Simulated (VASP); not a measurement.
Runs of VASP 6.6.1 on Cr. The structure is hexagonal, space group P6_3/mmc (No. 194). Conventional cell: a = 2.567 Å, b = 2.567 Å, c = 4.585 Å, α = 90.00°, β = 90.00°, γ = 120.00°. Around Cr (site symmetry -6m2) lie 12 Cr at 2.57 to 2.73 Å. This isn't the form of Cr at room conditions, which is bcc.

```tsv
cell	k mesh	gap on the mesh (eV)	pressure (GPa)
P6_3/mmc, 13.08 Å³/atom	16 × 16 × 8	none	-14.9
P6_3/mmc, 12.6 Å³/atom	16 × 16 × 8	none	(a)
P6_3/mmc, 12.11 Å³/atom	16 × 16 × 8	none	-0.3
P6_3/mmc, 12.11 Å³/atom	24 × 24 × 12	none	-0.4
```

Alike in all rows: task single point; level revPBE; potentials or basis VASP PAW PBE potentials, release 64 (Cr_pv); no spin polarisation; cutoff (eV) 520; smearing fermi-dirac 0.1 eV.

Q: Fill in the values left out.

A: (a) -8.4.

Caveats: the PAW data sets were made with another functional, which shifts forces and pressure a little; the run has no spin polarisation, though such a crystal can be magnetic.

A gap of «none» marks a metal or a gap under the smearing width.
